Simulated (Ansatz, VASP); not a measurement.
## Co in VASP and in Ansatz

```
Co
1.0
     1.70972   -3.89723    0.00000
     1.70972    3.89723    0.00000
     0.00000    0.00000    3.38539
Co
4
Direct
  0.14171 0.85829 0.00001
  0.64171 0.35829 0.49999
  0.85829 0.14171 0.99999
  0.35829 0.64171 0.50001
```

Alike in both runs: functional PBEsol; k mesh 6 × 6 × 4; occupations gaussian, width 0.1 eV; collinear spin.

Ansatz relaxed the structure, and its values are those at the end. VASP's run is a single point on that final structure, the one shown.

|  | VASP | Ansatz |
| --- | --- | --- |
| version | VASP 6.6.1 | Ansatz 0.2.0 |
| potentials or method | VASP PAW PBE potentials, release 64 (Co) | scalar-relativistic, plane waves, PAW |
| plane-wave cutoff (eV) | 520 | 420 |
| valence electrons in the cell | 36 | 68 |

```tsv
	VASP	Ansatz	Ansatz less VASP
gap on the k mesh at the Fermi level (eV)	none	none	-
pressure (GPa)	-0.7	0.0	+0.67
rms of the force components (eV/Å)	0.007	0.002	-0.0052
net moment per atom (μB)	1.44	1.43	-0.008
size of the moment on the site where the two differ most (μB)	1.44	1.47	+0.024
```

Site moments also hang on the region over which each program counts them. A gap of «none» marks a metal or a gap that the smearing closes. The two sets of potentials don't hold the same shells in valence.

Caveats: the k mesh is coarse (spacing up to 0.46 Å⁻¹), so the values aren't converged; the PAW data sets were made with another functional, which shifts forces and pressure a little (VASP).
